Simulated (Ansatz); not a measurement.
# VW7S16 (Tungstenite): the cost of one run

Computed with Ansatz 0.2.0 (DFT, PBE, plane-wave PAW, default files, scalar-relativistic, as far as a step names no other, unless a step's input says otherwise).

The COD entry's cell or inner coordinates are ideal or old and differ from later refinements, so a difference from it is no clean test against experiment.

## Step 1: The system as given

It takes space group Pm (No. 6, monoclinic). Conventional cell: a = 6.360 Å, b = 12.500 Å, c = 6.360 Å, α = 90.00°, β = 120.00°, γ = 90.00°. V (site symmetry m) has 6 S at 2.35 to 2.50 Å as nearest neighbours. W (site symmetry m) has 6 S at 2.41 Å as nearest neighbours. Only part of the 16 independent sites is listed.

As a file:

```
V W S
1.0
     6.36000    0.00000    0.00000
    -3.18000    5.50792    0.00000
     0.00000    0.00000   12.50000
V W S
1 7 16
Direct
  0.18771 0.34874 0.25000
  0.16667 0.83333 0.25000
  0.66667 0.33333 0.25000
  0.66667 0.83333 0.25000
  0.33333 0.16667 0.75000
  0.33333 0.66667 0.75000
  0.83333 0.16667 0.75000
  0.83333 0.66667 0.75000
  0.16667 0.33333 0.62500
  0.16667 0.83333 0.62500
  0.66667 0.33333 0.62500
  0.66667 0.83333 0.62500
  0.33333 0.16667 0.12500
  0.33333 0.66667 0.12500
  0.83333 0.16667 0.12500
  0.83333 0.66667 0.12500
  0.16667 0.33333 0.87500
  0.16667 0.83333 0.87500
  0.66667 0.33333 0.87500
  0.66667 0.83333 0.87500
  0.33333 0.16667 0.37500
  0.33333 0.66667 0.37500
  0.83333 0.16667 0.37500
  0.83333 0.66667 0.37500
```

Atom 1 of the input is the impurity.

## Step 2: Relaxing the atoms in the given cell

input.yaml reads:

```yaml
crystal:
  lattice:
    - [6.36, 0.0, 0.0]
    - [-3.18, 5.507921568, 0.0]
    - [0.0, 0.0, 12.5]
  atoms:
    - { symbol: V, position: [0.187711102, 0.3487389292, 0.25], spin: 1.0 }
    - { symbol: W, position: [0.1666666666, 0.8333333334, 0.25] }
    - { symbol: W, position: [0.6666666666, 0.3333333334, 0.25] }
    - { symbol: W, position: [0.6666666666, 0.8333333334, 0.25] }
    - { symbol: W, position: [0.3333333334, 0.1666666666, 0.75] }
    - { symbol: W, position: [0.3333333334, 0.6666666666, 0.75] }
    - { symbol: W, position: [0.8333333334, 0.1666666666, 0.75] }
    - { symbol: W, position: [0.8333333334, 0.6666666666, 0.75] }
    - { symbol: S, position: [0.1666666666, 0.3333333334, 0.625] }
    - { symbol: S, position: [0.1666666666, 0.8333333334, 0.625] }
    - { symbol: S, position: [0.6666666666, 0.3333333334, 0.625] }
    - { symbol: S, position: [0.6666666666, 0.8333333334, 0.625] }
    - { symbol: S, position: [0.3333333334, 0.1666666666, 0.125] }
    - { symbol: S, position: [0.3333333334, 0.6666666666, 0.125] }
    - { symbol: S, position: [0.8333333334, 0.1666666666, 0.125] }
    - { symbol: S, position: [0.8333333334, 0.6666666666, 0.125] }
    - { symbol: S, position: [0.1666666666, 0.3333333334, 0.875] }
    - { symbol: S, position: [0.1666666666, 0.8333333334, 0.875] }
    - { symbol: S, position: [0.6666666666, 0.3333333334, 0.875] }
    - { symbol: S, position: [0.6666666666, 0.8333333334, 0.875] }
    - { symbol: S, position: [0.3333333334, 0.1666666666, 0.375] }
    - { symbol: S, position: [0.3333333334, 0.6666666666, 0.375] }
    - { symbol: S, position: [0.8333333334, 0.1666666666, 0.375] }
    - { symbol: S, position: [0.8333333334, 0.6666666666, 0.375] }
magnetization:
  spin_polarized: true
kpoints:
  mp_grid: { grid: [4, 4, 2] }
scf:
  occupations: { method: fermi_dirac, width: 0.01 }
hamiltonian:
  xc: pbe
  pseudopotentials: { kind: paw }
output:
  forces: true
  stress: true
  populations: true
  efg:
    quadrupole_moments_barn: { V: -0.052, S: -0.0694 }
    contact_densities: true
relax:
  f_tol: 0.03
  max_steps: 40
```

Launch:

```bash
$ ansatz run input.yaml --threads 4 --pin off --max-ram 8192MiB --backend cpu --events-out ev --progress --plain --runs-dir out
```

Q: Estimate wall time and peak memory on 4 threads of Arm Neoverse V1, shared host.

About 5.8 min, with a peak of 2.9 GiB.
